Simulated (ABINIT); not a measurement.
Runs of ABINIT 10.8.3 (patched build) on SnO. It takes space group P4/nmm (No. 129, tetragonal). Conventional cell: a = 3.814 Å, b = 3.814 Å, c = 4.887 Å, α = 90.00°, β = 90.00°, γ = 90.00°. Sn (site symmetry 4mm) is surrounded by 4 O at 2.23 Å. O (site symmetry -4m2) is surrounded by 4 Sn at 2.23 Å. The cell is a database's computed one.

```csv
task,level,potentials or basis,k mesh,cutoff (eV),fine-grid cutoff,mesh quality,gap on the mesh (eV),pressure (GPa),largest force (eV/Å)
band structure,LDA-PZ,JTH PAW LDA v2.0,7 × 7 × 6,626,1224.51 eV,not flagged,0.47,-3.7,0.23
single point,PBE,JTH PAW PBE v2.0,3 × 3 × 2,626,1224.51 eV,coarse,(a),3.1,(b)
single point,PBE,JTH PAW PBE v2.0,9 × 9 × 8,626,1224.51 eV,not flagged,0.30,(d),0.36
single point,r2SCAN,JTH PAW PBE v2.0,3 × 3 × 2,762,1360.57 eV,coarse,1.27,-1.2,0.08
single point,LDA,JTH PAW LDA v2.0,6 × 6 × 5,626,1224.51 eV,not flagged,0.24,-3.7,(c)
```

Alike in all rows: no spin polarisation; cell as given; smearing fermi-dirac 0.05 eV.

Question: Fill in the values left out.

Answer: (a) 1.14; (b) 0.40; (c) 0.25; (d) 3.2.

Caveats: some runs use coarse meshes; spin-orbit coupling is left out, which moves the levels of the heavy elements; an odd mesh through Γ misses points on the zone boundary, where band edges often lie (some runs); the mesh misses the band edges, which the band path finds closer together (some runs); the PAW data sets were made with another functional, which shifts forces and pressure a little (some runs).

A k mesh can miss the band edges, and the runs leave out spin-orbit coupling on Sn.
